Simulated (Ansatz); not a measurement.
## AlCu under changes of volume

One of the cells (13.466 Å³/atom); the others are scaled copies at fixed shape and fractional positions:

```
CELL_PARAMETERS angstrom
2.99751 0.00000 0.00000
0.00000 2.99751 0.00000
0.00000 0.00000 2.99751
ATOMIC_POSITIONS crystal
Cu 0.50000 0.50000 0.50000
Al 0.00000 0.00000 0.00000
```

The cell comes from a database or a generator and needn't be the stable form of this composition.

- Program: Ansatz 0.2.0
- Functional: r2SCAN
- Potentials or basis: Ansatz PAW
- Cutoff: 500 eV (not typed: the program's choice for these potentials)
- k mesh: 9 × 9 × 9
- Occupations: fermi-dirac, width 0.05 eV
- Spin: no spin polarisation

```csv
volume (Å³/atom),energy over the lowest point (meV/atom),pressure (GPa)
12.658,2.46,3.0
12.928,0.00,0.1
13.197,2.27,-2.6
13.466,8.70,-4.9
13.736,18.81,-7.0
14.005,?,?
14.274,48.35,-10.4
```

**Question.** What does the run at 14.005 Å³/atom give?

**Answer.** Energy over the lowest point 32.16 meV/atom; pressure -8.8 GPa.

Worked out: A Birch-Murnaghan fit of order 3 (a polynomial in V^(-2/3)) to the other rows has its minimum at 12.93 Å³/atom with B0 = V·E''(V) = 134 GPa and B' = 5.0. It gives 32.15 meV/atom at 14.005 Å³/atom, against the run's 32.16, and -dE/dV = -8.8 GPa, against -8.8.

Energies are extrapolated to zero smearing.

Caveats: the PAW data sets come from PBE, with cores solved anew for the run's functional, which leaves a small shift of forces and pressure.
